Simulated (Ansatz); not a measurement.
## Random displacements in SiC

The calculation used DFT PBE, scalar-relativistic, plane waves, PAW (Ansatz). Cutoff 420 eV, Γ-centred 12×12×6 k-points, Gaussian smearing of 0.05 eV. No spin polarisation. Energies are free energies at this smearing, counted from the undisturbed cell; pressure is positive in compression.

Reference structure (relaxed at this level):

```
CELL_PARAMETERS angstrom
3.09177 0.00000 0.00000
-1.54588 2.67755 0.00000
0.00000 0.00000 5.07402
ATOMIC_POSITIONS crystal
Si 0.33333 0.66667 0.00456
Si 0.66667 0.33333 0.50456
C 0.33333 0.66667 0.38044
C 0.66667 0.33333 0.88044
```

After a displacement of all atoms with no net shift and a strain of the cell, the run gives ΔE = 225.9 meV/atom; stress (xx, yy, zz, yz, xz, xy; compression positive) (12.73, -6.15, -0.54, 4.02, -2.46, -3.88) GPa; gap on the mesh 0.83 eV.

```
atom Fx (eV/Å) Fy Fz
 Si1     -0.615   0.889  -1.216
 Si2     -1.575   3.942   3.454
  C3      0.961  -3.509  -1.731
  C4      1.229  -1.322  -0.506
```

(1) Which displacements (Å, in the unstrained cell) and strain were applied?

## Answers

(1)
```
atom ux uy uz
 Si1  -0.05   0.02   0.04
 Si2   0.12  -0.12  -0.12
  C3   0.00   0.06   0.05
  C4  -0.07   0.05   0.02
```
Strain (Voigt, engineering shear): (-0.0306, 0.0422, -0.0079, -0.0039, 0.0095, 0.0350).

Cost: 1 run of about 0.2 core-minutes, on Intel Xeon 6975P-C (Granite Rapids) (shared hosts).